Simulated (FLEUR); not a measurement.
Runs of FLEUR MaX-R8.1 (later development tree) on NiO. It takes space group Fm-3m (No. 225, cubic). Conventional cell: a = 4.172 Å, b = 4.172 Å, c = 4.172 Å, α = 90.00°, β = 90.00°, γ = 90.00°. Ni (site symmetry m-3m) is surrounded by 6 O at 2.09 Å. O (site symmetry m-3m) has 6 Ni at 2.09 Å as nearest neighbours. 

| U | gap on the mesh (eV) | moment (μB) |
| --- | --- | --- |
| Ni d U = 2 eV | 0.20 | 2.00 |
| Ni d U = 4 eV | 1.26 | 2.00 |
| Ni d U = 0.0 eV | none | 1.23 |
| Ni d U = 5 eV | (a) | 2.00 |
| Ni d U = 6 eV | (b) | 2.00 |

Alike in all rows: task single point; level PBEsol+U; potentials or basis all-electron, FLAPW; spin collinear, ferromagnetic start; cell as given; k mesh 9 × 9 × 9; smearing fermi-dirac 0.05 eV; kmax 4.78 1/bohr.

Problem. Fill in the values left out.

Solution. (a) 1.79; (b) 2.32.

Caveats: a cell with one magnetic atom can't hold antiferromagnetic order, which such compounds often take; an odd mesh through Γ misses points on the zone boundary, where band edges often lie (some runs).

A gap of «none» marks a metal or a gap under the smearing width.
